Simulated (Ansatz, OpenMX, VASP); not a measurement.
# TiSi2: programs and potentials compared

```
Ti Si
1.0
     0.00000    4.11752    4.26290
     2.38951    0.00000    4.26290
     2.38951    4.11752    0.00000
Ti Si
2 4
Direct
  0.75000 0.75000 0.75000
  0.50000 0.50000 0.50000
  0.41257 0.08743 0.41257
  0.08743 0.41257 0.08743
  0.16257 0.83743 0.16257
  0.83743 0.16257 0.83743
```

The cell is a database's computed one, not the measured one.

Alike in all runs: task single point; functional PBE; k mesh 7 × 7 × 7; occupations fermi-dirac, width 0.05 eV; no spin polarisation; no spin-orbit coupling. Pressure is positive in compression and, in plane waves, holds the error of the finite cutoff, which Ansatz's Pulay term estimates and takes out.

| program and potentials | plane-wave cutoff (eV) | notes | pressure (GPa) |
| --- | --- | --- | --- |
| Ansatz, Ansatz PAW | 420 | Pulay term of +0.03 GPa included | 2.07 |
| Ansatz, all-electron LAPW, scalar-relativistic | - | - | 2.07 |
| OpenMX, OpenMX 2013 PBE set, Ti7.0-s3p2d2, Si7.0-s2p2d1, grid cutoff 400 Ry | - | atomic basis | 2.99 |
| VASP, PBE PAW files Si, Ti_sv, 520 eV | 520 | - | 2.03 |

Force on atom 4 (Si), eV/Å:

| program and potentials | x | y | z |
| --- | --- | --- | --- |
| Ansatz, Ansatz PAW | 0.000 | -0.020 | 0.000 |
| Ansatz, all-electron LAPW, scalar-relativistic | 0.000 | -0.021 | 0.000 |
| OpenMX, OpenMX 2013 PBE set, Ti7.0-s3p2d2, Si7.0-s2p2d1, grid cutoff 400 Ry | -0.015 | 0.014 | 0.008 |

The pressure spans 2.03 (VASP, PBE PAW files Si, Ti_sv, 520 eV) to 2.99 GPa (OpenMX, OpenMX 2013 PBE set, Ti7.0-s3p2d2, Si7.0-s2p2d1, grid cutoff 400 Ry), with all-electron results at 2.07. Rows in atomic bases carry the error of their basis and grid, which can be large.

The functional is the same throughout but for its coding, so the spread measures potentials, basis and numerics; runs on potential files found faulty are left out.
